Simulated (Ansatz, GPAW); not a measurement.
**BN: programs and potentials compared**

```
CELL_PARAMETERS angstrom
0.00000 1.81300 1.81300
1.81300 0.00000 1.81300
1.81300 1.81300 0.00000
ATOMIC_POSITIONS crystal
N 0.25000 0.25000 0.25000
B 0.00000 0.00000 0.00000
```

The cell is a database's computed one, not the measured one.

Alike in all runs: task single point; functional PBEsol; k mesh 13 × 13 × 13; occupations gaussian, width 0.05 eV; no spin polarisation; no spin-orbit coupling. Pressure is positive in compression and, in plane waves, holds the error of the finite cutoff, which Ansatz's Pulay term estimates and takes out.

| program and potentials | plane-wave cutoff (eV) | notes | pressure (GPa) |
| --- | --- | --- | --- |
| Ansatz, Ansatz PAW | 420 | potentials made for PBE, which Ansatz adapts in part; Pulay term of +1.07 GPa included | -6.30 |
| GPAW, PAW data sets generated for this functional | 800 | - | -7.53 |
| Ansatz, all-electron LAPW, scalar-relativistic | - | - | -6.29 |

The pressure spans -7.53 (GPAW, PAW data sets generated for this functional) to -6.29 GPa (Ansatz, all-electron LAPW, scalar-relativistic), with all-electron results at -6.29.

The functional is the same throughout but for its coding, so the spread measures potentials, basis and numerics; runs on potential files found faulty are left out.
